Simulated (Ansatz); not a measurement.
Start from LiI in the rock salt structure (space group Fm-3m, No. 225; a = 5.9033 Å). Axes: x, y, z lie along the cube axes.

All numbers come from Kohn–Sham DFT with the PBEsol functional, run in Ansatz (a program for electronic structure) with PAW and 420 eV plane waves, spin-orbit coupling left out.

Free-standing slabs (2 atom(s) a layer) normal to the z axis with 15 Å of vacuum; in-plane cell held at bulk.

One change was made to it. Results:

```csv
quantity,base,after
band gap,4.31 eV,4.26 eV
shortest interatomic distance,2.952 Å,2.787 Å
```

Problem. Which of these changes matches the shifts?
(A) 4 layers
(B) 2 layers
(C) 1 layer

Solution. A, 4 layers. For comparison, the shortest interatomic distance in the other runs: 1 layer gives 2.952 Å; 2 layers gives 2.770 Å.

Spin-orbit coupling, missing from the scalar runs, can matter with I. No phonon test of stability was made.
